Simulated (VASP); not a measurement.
Here is a VASP 6.6.1 calculation.

File INCAR:

```
SYSTEM = NaI
PREC     = Accurate       ! precision mode
ENCUT    = 300            ! plane-wave cutoff, eV
EDIFF    = 1E-7           ! SCF threshold, eV
ISMEAR   = 0              ! smearing method
SIGMA    = 0.03           ! smearing width, eV
LREAL    = .FALSE.        ! projectors in reciprocal space
LASPH    = .TRUE.         ! aspherical terms in the spheres
NELM     = 80             ! most SCF steps
ALGO     = Normal         ! electronic algorithm
ISIF     = 2              ! what is computed and relaxed
LWAVE    = .FALSE.        ! write WAVECAR
LCHARG   = .FALSE.        ! write CHGCAR
GGA      = PE             ! functional
IBRION   = 2              ! ionic algorithm
NSW      = 40             ! ionic steps
EDIFFG   = -0.01          ! ionic threshold
```

The input KPOINTS:

```
Automatic mesh
0
G
  4 4 4
  0 0 0
```

Contents of POSCAR:

```
NaI                                     
1.0
    0.0000000000      3.2110310685      3.2110310685
    3.2110310685      0.0000000000      3.2110310685
    3.2110310685      3.2110310685      0.0000000000
  Na              I             
     1     1
Direct
     0.0000000000000000    0.0000000000000000    0.0000000000000000
     0.5000000000000000    0.5000000000000000    0.5000000000000000
```

Potentials or basis: VASP PAW PBE potentials, release 64 (Na, I).

Run with:

```sh
$ cat potpaw_PBE.64/Na/POTCAR potpaw_PBE.64/I/POTCAR > POTCAR
$ mpirun -np 1 vasp_std > vasp.out
```

Problem. Predict the band gap on the k mesh.

Solution. 3.69 eV, direct.

Final structure:
```
Na I
1.0
     0.00000    3.21103    3.21103
     3.21103    0.00000    3.21103
     3.21103    3.21103    0.00000
Na I
1 1
Cartesian
  0.0000 0.0000 0.0000
  3.2110 3.2110 3.2110
```

Caveat: the k mesh is coarse (spacing up to 0.42 Å⁻¹), so the values aren't converged; the relaxation stopped at its first step, so nothing moved; spin-orbit coupling is left out, which moves the levels of the heavy elements.
